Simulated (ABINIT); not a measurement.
PbSe (Clausthalite):

```
Pb Se
1.0
     0.00000    3.06065    3.06065
     3.06065    0.00000    3.06065
     3.06065    3.06065    0.00000
Pb Se
1 1
Direct
  0.00000 0.00000 0.00000
  0.50000 0.50000 0.50000
```

Base run:

| Property | Result |
| --- | --- |
| Program | ABINIT 10.8.3 (patched build) |
| Functional | BLYP |
| Potentials or basis | JTH PAW PBE v2.0 |
| Cutoff | 463 eV |
| k mesh | 8 × 8 × 8 |
| Occupations | fermi-dirac, width 0.05 eV |
| Spin | no spin polarisation |

Its results: band gap on the k mesh 0.42 eV, direct.

After a change of settings the same cell gave: band gap on the k mesh 0.26 eV, direct. Which change was it?
A. functional from BLYP to HLE16
B. functional from BLYP to AM05
C. functional from BLYP to HCTH407

B.

Caveats: spin-orbit coupling is left out, which as a rule narrows the gap of such compounds by several tenths of an eV.

Runs at the PBE level aren't shown here.
